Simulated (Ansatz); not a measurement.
## TiSi2 in Ansatz: the effect of functional

TiSi2:

```
Ti Si
1.0
    -1.46299    1.70064    4.18381
     1.46299   -1.70064    4.18381
     1.46299    1.70064   -4.18381
Ti Si
1 2
Cartesian
  0.0000 0.0000 0.0000
  0.0000 0.0000 5.6070
  0.0000 0.0000 2.7607
```

The cell comes from a database or a generator and needn't be the stable form of this composition.

The cell isn't the ideal one: volume scaled by 0.98.

Alike in all runs:

- Program: Ansatz 0.2.0
- Task: single point
- Potentials or basis: Ansatz PAW
- k mesh: 12 × 12 × 12
- Occupations: fermi-dirac, width 0.05 eV
- Spin: no spin polarisation

| functional | cutoff | pressure (GPa) | largest force (eV/Å) |
| --- | --- | --- | --- |
| LDA | 420 eV (not typed: the program's choice for these potentials) | ? | ? |
| PBEsol | 420 eV (not typed: the program's choice for these potentials) | -0.8 | 0.05 |
| r2SCAN | 500 eV (not typed: the program's choice for these potentials) | 0.5 | 0.06 |

Question: What does the run with functional LDA give?

Answer: Pressure -3.9 GPa; largest force 0.10 eV/Å.

Caveats: the PAW data sets come from PBE, with cores solved anew for the run's functional, which leaves a small shift of forces and pressure.

Runs at the PBE level aren't shown here.
